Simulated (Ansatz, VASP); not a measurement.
One calculation of AgCl, two programs

The input INCAR:

```
PREC = Accurate ; ENCUT = 520
EDIFF = 1E-8 ; ISMEAR = -1
SIGMA = 0.01 ; LREAL = False
LASPH = True ; NELM = 60
ALGO = Normal ; ISIF = 2
LWAVE = False ; LCHARG = False
GGA = PS ; LEFG = True
NBANDS = 16
```

File KPOINTS:

```
regular mesh
0
Gamma
  9 9 9
```

POSCAR

```
AgCl
1.0
   -0.0277315000      2.7592842500      2.7592842500
    2.7592842500     -0.0277315000      2.7592842500
    2.7592842500      2.7592842500     -0.0277315000
Ag Cl
1 1
Direct
    0.5000000000      0.5000000000      0.5000000000
    0.0000000000      0.0000000000      0.0000000000
```

Input for Ansatz:

```yaml
crystal:
  lattice:
    - [-0.0277315, 2.75928425, 2.75928425]
    - [2.75928425, -0.0277315, 2.75928425]
    - [2.75928425, 2.75928425, -0.0277315]
  atoms:
    - { symbol: Ag, position: [0.5, 0.5, 0.5] }
    - { symbol: Cl, position: [0.0, 0.0, 0.0] }
kpoints:
  mp_grid: { grid: [9, 9, 9] }
scf:
  occupations: { method: fermi_dirac, width: 0.01 }
hamiltonian:
  xc: pbesol
  pseudopotentials: { kind: all_electron, datasets: crystal }
output:
  forces: true
  stress: true
  eigenvalues: true
  efg: { contact_densities: true }
```

Change from the starting cell: equal xy, yz and zx shear strains of -1 %, crystal datasets.

Alike in both runs: task electric field gradients; functional PBEsol; k mesh 9 × 9 × 9; occupations fermi-dirac, width 0.01 eV; no spin polarisation.

```csv
,VASP,Ansatz
version,VASP 6.6.1,Ansatz 0.2.0
potentials or method,"VASP PAW PBE potentials, release 64 (Ag, Cl)","all-electron PAW with datasets made for the crystal, scalar-relativistic"
plane-wave cutoff (eV),520,see its input
```

Ansatz gave:

* gap on the k mesh at the Fermi level (eV): 0.77
* pressure (GPa): -2.6
* largest component of the traceless stress (GPa): 0.06
* Vzz of the field gradient on the site that differs most (V/Å²): -4.5

Problem. What did VASP give for the same quantities?

Solution. gap on the k mesh at the Fermi level (eV): 0.77; pressure (GPa): -2.7; largest component of the traceless stress (GPa): 0.06; Vzz of the field gradient on the site that differs most (V/Å²): -4.4.

Ansatz ran all-electron here, so the differences hold the error of VASP's frozen core and of both bases. Ansatz warned: «gradients_without_spin_orbit».

Caveats: the PAW data sets were made with another functional, which shifts forces and pressure a little (VASP); an odd mesh through Γ misses points on the zone boundary, where band edges often lie.
